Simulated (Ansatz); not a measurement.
# ZrS (Fm-3m) in Ansatz: band structure with PBEsol

Aim: the band structure of ZrS with PBEsol.

Everything below comes from runs of Ansatz 0.2.0. Logs are shortened: lines on timing, memory, paths and dates and some standing lists are left out, and cuts for length are marked.

### 1 Starting point

Symmetry: Fm-3m, No. 225, cubic system. Conventional cell: a = 5.250 Å, b = 5.250 Å, c = 5.250 Å, α = 90.00°, β = 90.00°, γ = 90.00°. Zr (site symmetry m-3m) is surrounded by 6 S at 2.62 Å. S (site symmetry m-3m) has 6 Zr at 2.62 Å as nearest neighbours.

### 2 Band structure, PBEsol

The input, input.yaml:

```yaml
crystal:
  lattice:
    - [0.0, 2.625, 2.625]
    - [2.625, 0.0, 2.625]
    - [2.625, 2.625, 0.0]
  atoms:
    - { symbol: Zr, position: [0.0, 0.0, 0.0] }
    - { symbol: S, position: [0.5, 0.5, 0.5] }
hamiltonian:
  xc: pbesol
  pseudopotentials: { kind: paw }
kpoints:
  mp_grid: { grid: [9, 9, 9] }
  band_path:
    path:
      - [[0.0, 0.0, 0.0], [0.5, 0.0, 0.5], [0.5, 0.25, 0.75], [0.375, 0.375, 0.75], [0.0, 0.0, 0.0], [0.5, 0.5, 0.5], [0.625, 0.25, 0.625], [0.5, 0.25, 0.75], [0.5, 0.5, 0.5], [0.375, 0.375, 0.75]]
      - [[0.625, 0.25, 0.625], [0.5, 0.0, 0.5]]
    npoints: 14
scf:
  occupations: { method: fermi_dirac, width: 0.05 }
  n_extra_bands: 6
output:
  forces: true
  stress: true
  eigenvalues: true
  fatbands: true
```

Potentials or basis: Ansatz PAW.

The run is started by

```console
$ ansatz run input.yaml --threads 2 --pin off --max-ram 5632MiB --backend cpu --events-out ev --progress --plain --runs-dir out
```

The log of the run:

```text
Warning: RAYON_NUM_THREADS=2 ignored (pool sized by the plan → 2); use --threads N
scf.n_extra_bands = 6 over 9 filled bands (N_el = 18.0): the run solves 15 bands
Engine: ansatz 0.2.0, aarch64-unknown-linux-gnu
Pseudopotentials: kind: paw
Pseudopotential: Zr, paw, valence charge 12, recommended cutoff 420 eV (normal), Zr.paw.azcp
Pseudopotential: S, paw, valence charge 6, recommended cutoff 420 eV (normal), S.paw.azcp
Functional definition: PBEsol
  exchange = pbesol_x
  correlation = pbesol_c
Crystal: 2 atoms, lattice volume = 36.176 Å³
Basis set: ecut = 420 eV, 725 PW (Γ), exchange–correlation on 50×50×50 points (8 copies of the dense FFT grid, shifted against one another)
Bands: 15, of which v1, the nominal top of the filled ones, is band 9 counted from 1 (8 counted from 0)
Symmetry: 48 space group operations
Space group: Fm-3m (ITA 225), of the structure as read, at distance tolerance 3.3e-5 Å
k-points: 35 of 729
Non-local potential: Zr, projectors of the file, l = 0: 3, l = 1: 2, l = 2: 2, l = 3: 2
Non-local potential: S, projectors of the file, l = 0: 2, l = 1: 2, l = 2: 2
PAW form: soft (Blöchl's): semilocal exchange-correlation on the pseudo side does not see the compensation charge
PAW frozen core: Zr, regenerated for the run's functional, and the local potential with it (the file was generated under x = pbe(κ = 0.804, μ = 0.2195149727645171), c = pbe(β = 0.06672455060314922))
PAW frozen core: S, regenerated for the run's functional, and the local potential with it (the file was generated under x = pbe(κ = 0.804, μ = 0.2195149727645171), c = pbe(β = 0.06672455060314922))
PAW one-centre angular grid: Zr, 590 points (default); XC on 64 Gauss nodes
PAW one-centre angular grid: S, 110 points (default); XC on 64 Gauss nodes
Initial density: superposition of atomic densities (neutral atoms: chi_scale 0, normalization atom), corrected by the library's trained network
Initial wavefunctions: pseudopotential atomic-orbital guess
Functional: x = pbesol(κ = 0.804, μ = 0.12345679012345678), c = pbesol(β = 0.046)
SCF iter   1: F=—  HF=-5016.574347 eV  |F-HF|=—  |Δ(HF+E_count)|=         —  Δρ=4.37e-3  dr2=8.19e-3  ethr=1.77e-3  ⟨swp⟩=5.3  Hψ=2898  notcnv=0
preconditioner: auto → none  [insulator: Δε(μ)=0.122 eV  Ē_g=10.020 eV  σ=0.050 eV  W_gap=0.50  n_scr=14 (ndim 8)  ℏωp=19.5 eV  f_vac=0.000  D(μ)=1.41/eV (n_scr^D=14)  ε∞_Penn≈4.8]
SCF iter   2: F=—  HF=-5016.570222 eV  |F-HF|=—  |Δ(HF+E_count)|=   4.13e-3  Δρ=1.92e-3  dr2=1.37e-3  ethr=4.55e-5  ⟨swp⟩=2.3  Hψ=1074  notcnv=0  defer=2
SCF iter   3: F=—  HF=-5016.570031 eV  |F-HF|=—  |Δ(HF+E_count)|=   1.91e-4  Δρ=2.78e-4  dr2=1.68e-5  ethr=7.60e-6  ⟨swp⟩=2.0  Hψ=625  notcnv=0  defer=2
SCF iter   4: F=—  HF=-5016.570051 eV  |F-HF|=—  |Δ(HF+E_count)|=   2.02e-5  Δρ=7.19e-5  dr2=2.47e-6  ethr=9.31e-8  ⟨swp⟩=2.6  Hψ=816  notcnv=0  defer=2
iter 5 did not close the SCF: its close was put off for the readings that it lacked (scf_convergence_deferred on its scf_iter line)
SCF iter   5: F=-5016.570050 eV  HF=-5016.570050 eV  |F-HF|=1.16e-8  |Δ(HF+E_count)|=   6.78e-7  Δρ=7.12e-6  dr2=2.22e-8  ethr=1.37e-8  ⟨swp⟩=2.5  Hψ=727  notcnv=0  defer=2
SCF iter   6: F=-5016.570050 eV  HF=-5016.570050 eV  |F-HF|=6.64e-10  |Δ(HF+E_count)|=   2.50e-9  Δρ=1.53e-6  dr2=1.01e-9  ethr=1.23e-10  ⟨swp⟩=4.0  Hψ=1885  notcnv=0
SCF 1 converged in 6 iterations: F = -5016.570050 eV  dr2 = 1.01e-9
NSCF: frozen V_eff on 142 k-points
SCF converged after 6 iterations
Free energy (F): -5016.570050 eV
Harris-Foulkes:  -5016.570050 eV  (|F-HF|=6.64e-10)
Internal energy: -5016.558135 eV  (E = F + TS)
E sigma→0 (E₀):  -5016.564093 eV
Entropy (-TS):   -0.011915 eV (-5.958 meV/atom)
Fermi energy:    14.413131 eV
--- Per-component energies (eV) ---
  E_band       = -74.085065
  E_kinetic    = 443.604784
  E_local      = -699.802443  (includes V_loc(G=0)·N_el)
  E_nonlocal   = 109.498299
  E_hartree    = 219.767130
  E_xc         = -258.543558
  E_vxc        = -280.423820  (∫ρ·V_xc dr)
  E_paw        = -3484.330575  (= ΣΔE_a)
  E_vpaw       = -86.496740  (= ΣTr[D̂ρ^β])
  E_aug_tail   = 0.000025  (compensation charges beyond the density's cutoff)
  E_ewald      = -1346.979466
  E_core_change = 0.227670  (= ΣΔE_core)
  E_smearing   = -0.011915  (= −TS)
  E_closure    = 0.000000  (closes the sum)
  Σ components = -5016.570050   (vs F -5016.570050, Δ=0.00e0)
--- Forces (eV/Å), atoms counted from 1 ---
  atom   1  Zr    -0.00000000     0.00000000    -0.00000000
  atom   2  S      0.00000000    -0.00000000    -0.00000000
  max |Σ_I F_I| component: 4.47e-30 eV/Å
--- Stress (GPa, compression-positive) ---
       -6.483780       0.000000       0.000000
        0.000000      -6.483780       0.000000
        0.000000       0.000000      -6.483780
  P = ⅓ Tr σ = -6.4838 GPa (-64.838 kbar)
--- Band table (eV; the first three rows and the last of 35) ---
  k-point 0: bands = ["-35.4204", "-13.4108", "-13.4108", "-13.4108", "-1.3418", "10.9709", "10.9709", "10.9709", "13.1100", "13.1100", "13.1100", "13.7792", "13.7792", "16.2689", "21.6046"]
  k-point 1: bands = ["-35.4173", "-13.4533", "-13.4144", "-13.4144", "-1.1863", "10.1122", "10.4178", "10.4178", "13.3705", "13.3705", "13.4108", "14.5533", "14.5533", "16.9624", "22.0967"]
  k-point 2: bands = ["-35.4096", "-13.5588", "-13.4235", "-13.4235", "-0.7693", "8.6415", "9.5596", "9.5596", "13.8467", "14.0052", "14.0052", "16.1662", "16.1662", "18.3175", "22.5337"]
  k-point 34: bands = ["-35.3864", "-13.6271", "-13.5837", "-13.5213", "-0.1727", "8.0871", "8.6697", "8.6872", "14.0441", "14.9788", "16.2411", "16.8068", "17.1022", "21.2686", "22.0245"]
```

Wall time 1.6 s (2 threads of Arm Neoverse V2, shared host); peak memory 0.29 GiB.

Results:

```yaml
Free_energy: -5016.5701 eV
Pressure: -6.5 GPa
Band_gap_on_the_k_mesh: none (metal or under the smearing width)
```

Levels at the corners of the path, in eV from the Fermi level:
| point | band 6 | band 7 | band 8 | band 9 | band 10 | band 11 | band 12 | band 13 |
| --- | --- | --- | --- | --- | --- | --- | --- | --- |
| Γ | -3.44 | -3.44 | -3.44 | -1.30 | -1.30 | -1.30 | -0.63 | -0.63 |
| X | -6.19 | -4.39 | -4.39 | -3.39 | 0.55 | 2.42 | 2.42 | 2.81 |
| W | -6.05 | -5.85 | -5.85 | 0.09 | 0.09 | 1.81 | 2.39 | 2.44 |
| K | -6.24 | -6.06 | -5.21 | -1.42 | 1.83 | 2.03 | 2.46 | 2.57 |
| Γ | -3.44 | -3.44 | -3.44 | -1.30 | -1.30 | -1.30 | -0.63 | -0.63 |
| L | -7.96 | -5.89 | -5.89 | 1.52 | 1.52 | 1.83 | 1.93 | 5.67 |
| U | -6.24 | -6.06 | -5.21 | -1.42 | 1.83 | 2.03 | 2.46 | 2.57 |
| W | -6.05 | -5.85 | -5.85 | 0.09 | 0.09 | 1.81 | 2.39 | 2.44 |
| L | -7.96 | -5.89 | -5.89 | 1.52 | 1.52 | 1.83 | 1.93 | 5.67 |
| K | -6.24 | -6.06 | -5.21 | -1.42 | 1.83 | 2.03 | 2.46 | 2.57 |
| U | -6.24 | -6.06 | -5.21 | -1.42 | 1.83 | 2.03 | 2.46 | 2.57 |
| X | -6.19 | -4.39 | -4.39 | -3.39 | 0.55 | 2.42 | 2.42 | 2.81 |

Caveat: the PAW data sets come from PBE, with cores solved anew for the run's functional, which leaves a small shift of forces and pressure.

### 3 The reference run

An earlier run on the cell as given: functional PBEsol; potentials or basis Ansatz PAW; cutoff 420 eV (not typed: the program's choice for these potentials); k mesh 9 × 9 × 9; occupations fermi-dirac, width 0.05 eV; no spin polarisation.

- Pressure: -6.5 GPa
- Band gap on the k mesh: none (metal or under the smearing width)
